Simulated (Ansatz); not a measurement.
The system is SnO2 (Cassiterite).

```
Sn O
1.0
     4.73800    0.00000    0.00000
     0.00000    4.73800    0.00000
     0.00000    0.00000    3.18650
Sn O
2 4
Direct
  0.50000 0.50000 0.50000
  0.00000 0.00000 0.00000
  0.80710 0.19290 0.50000
  0.69290 0.69290 0.00000
  0.19290 0.80710 0.50000
  0.30710 0.30710 0.00000
```

| Item | Value |
| --- | --- |
| Program | Ansatz 0.2.0 |
| Task | relaxation of cell and atoms |
| Functional | PBE |
| Potentials or basis | PseudoDojo stringent (PBE files) |
| Cutoff | 1388 eV |
| Density cutoff | 5551 eV |
| k mesh | 6 × 6 × 8 |
| Occupations | fermi-dirac, width 0.05 eV |
| Spin | no spin polarisation |

At the start: volume 11.92 Å³/atom.

Q: Where does the relaxation end?

A: It ends after 7 steps and the volume is 12.58 Å³/atom (+5.5 %); space group P4_2/mnm (No. 136, to 0.05 Å).

The path:
| step | energy change (eV) | largest force (eV/Å) | volume (Å³) |
| --- | --- | --- | --- |
| 1 | 0.0000 | 0.2678 | 71.53 |
| 2 | -0.1282 | 0.0238 | 75.13 |
| 3 | -0.1290 | 0.0352 | 75.43 |
| 4 | -0.1293 | 0.0007 | 75.45 |
| 5 | -0.1303 | 0.0008 | 75.45 |
| 6 | -0.1303 | 0.0002 | 75.47 |
| 7 | -0.1303 | 0.0002 | 75.47 |

Final structure:
```
CELL_PARAMETERS angstrom
4.82653 0.00000 0.00000
0.00000 4.82653 0.00000
0.00000 0.00000 3.23990
ATOMIC_POSITIONS crystal
Sn 0.50000 0.50000 0.50000
Sn 0.00000 0.00000 0.00000
O 0.80664 0.19336 0.50000
O 0.69336 0.69336 0.00000
O 0.19336 0.80664 0.50000
O 0.30664 0.30664 0.00000
```

Caveat: the plane-wave basis is chosen anew once the cell has moved, so the energies of steps on either side of that aren't comparable.
